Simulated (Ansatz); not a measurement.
# NbC: how the settings move a relaxation

How sensitive is a relaxation of NbC to its settings? A reference run comes first, then one run with altered input.

Method: reference: DFT, r2SCAN, PAW with Ansatz's default frozen-core files, scalar-relativistic; relaxation of cell and atoms, in Ansatz 0.2.0.

1 further run of the same task is left out (it didn't finish).

## Step 1: The starting structure

Symmetry: Fm-3m, No. 225, cubic system. Conventional cell: a = 4.469 Å, b = 4.469 Å, c = 4.469 Å, α = 90.00°, β = 90.00°, γ = 90.00°. Around Nb (site symmetry m-3m) lie 6 C at 2.23 Å. C (site symmetry m-3m) has 6 Nb at 2.23 Å as nearest neighbours.

As a file:

```cif
data_structure
_symmetry_space_group_name_H-M 'Fm-3m'
_symmetry_Int_Tables_number 225
_cell_length_a 4.4691
_cell_length_b 4.4691
_cell_length_c 4.4691
_cell_angle_alpha 90.000
_cell_angle_beta 90.000
_cell_angle_gamma 90.000
_cell_volume 89.26
loop_
_atom_site_label
_atom_site_type_symbol
_atom_site_symmetry_multiplicity
_atom_site_Wyckoff_symbol
_atom_site_fract_x
_atom_site_fract_y
_atom_site_fract_z
_atom_site_occupancy
Nb1 Nb 4 a 0.00000 0.00000 0.00000 1
C1 C 4 b 0.50000 0.00000 0.00000 1
```

## Step 2: The reference run

Contents of input.yaml:

```yaml
crystal:
  lattice:
    - [0.0, 2.23455, 2.23455]
    - [2.23455, 0.0, 2.23455]
    - [2.23455, 2.23455, 0.0]
  atoms:
    - { symbol: Nb, position: [0.0, 0.0, 0.0] }
    - { symbol: C, position: [0.5, 0.5, 0.5] }
kpoints:
  mp_grid: { grid: [14, 14, 14] }
scf:
  occupations: { method: fermi_dirac, width: 0.1 }
hamiltonian:
  xc: r2scan
  pseudopotentials: { kind: paw }
relax:
  f_tol: 0.002
  max_steps: 80
  cell: {}
output:
  forces: true
  stress: true
```

On the command line:

```sh
$ ansatz run input.yaml --threads 1 --pin off --max-ram 3072MiB --backend cpu --events-out ev --progress --plain --runs-dir out
```

## Step 3: Variant: dr2_threshold 1.0e-09

input.yaml: that of step 2 with these lines changed.

```diff
@@ -12,2 +12,3 @@
   occupations: { method: fermi_dirac, width: 0.1 }
+  convergence: { dr2_threshold: 1.0e-09 }
 hamiltonian:
```

**Question.** What will these runs give? Wanted: for each run, ending; energy change; pressure; gap; force.

As calculated:

```csv
run,ending,energy change,pressure (GPa),gap (eV),force (eV/Å),cycles,time
reference,converged,0,0.0,0.00,0.00,22,12 s
1: dr2_threshold 1.0e-09,converged,0.0 meV/atom,0.0,0.00,0.00,26,13 s
```

**Reading.** The changed convergence setting doesn't alter the result here (within 0.5 meV/atom). Cost: 26 SCF cycles against 22.
